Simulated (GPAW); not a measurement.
Set up this calculation in GPAW 26.7.0, as an ASE script.

```yaml
Task: single point
Functional: PBE
Potentials_or_basis: GPAW PAW data sets (gpaw-data 1.2.1)
Cutoff: 650 eV
Basis: pw
k_mesh: 7 × 7 × 7
Occupations: fermi-dirac, width 0.05 eV
Spin: no spin polarisation
Maxiter: 120
Convergence: default
```

BeTe:

```
Te Be
1.0
     0.00000    2.77000    2.77000
     2.77000    0.00000    2.77000
     2.77000    2.77000    0.00000
Te Be
1 1
Direct
  0.75000 0.75000 0.75000
  0.00000 0.00000 0.00000
```

One way to write it, as run:

run.py

```python
from ase import Atoms
from ase.dft.bandgap import bandgap
from ase.io import write
from ase.units import GPa
from gpaw import GPAW, PW

atoms = Atoms(['Te', 'Be'],
              cell=[[0.0, 2.77, 2.77],
                    [2.77, 0.0, 2.77],
                    [2.77, 2.77, 0.0]],
              scaled_positions=[[0.75, 0.75, 0.75],
                                [0.0, 0.0, 0.0]],
              pbc=True)

calc = GPAW(mode=PW(650),
            xc='PBE',
            kpts={'size': (7, 7, 7), 'gamma': True},
            occupations={'name': 'fermi-dirac', 'width': 0.05},
            nbands=11,
            maxiter=120,
            txt='gpaw.txt')
atoms.calc = calc
energy = atoms.get_potential_energy()
forces = atoms.get_forces()
stress = atoms.get_stress()
calc.write('gs.gpw')
write('result.traj', atoms)
print(f'Energy: {energy:.6f} eV')
print('Forces (eV/A):')
print(forces.round(4))
print('Stress (GPa):', (stress / GPa).round(3))
print('Fermi level:', round(calc.get_fermi_level(), 4), 'eV')
print(f'Gap: {bandgap(calc)[0]:.4f} eV, direct: {bandgap(calc, direct=True)[0]:.4f} eV')
```

Potentials or basis: GPAW PAW data sets (gpaw-data 1.2.1), pw.

The run is started by

```bash
$ OMP_NUM_THREADS=1 python run.py
```

It gave:

| Quantity | Value |
| --- | --- |
| Pressure | 4.4 GPa |
| Band gap on the k mesh | 1.92 eV, indirect (least direct gap 3.58 eV) |

Caveat: the cutoff is short for stress and forces, so pressures can be off by a GPa or more; spin-orbit coupling is left out, which moves the levels of the heavy elements; an odd mesh through Γ misses points on the zone boundary, where band edges often lie.

It took 6.1 s on 1 thread of Intel(R) Xeon(R) CPU @ 2.60GHz (Ice Lake), with other jobs on the host, peak memory 0.15 GiB.
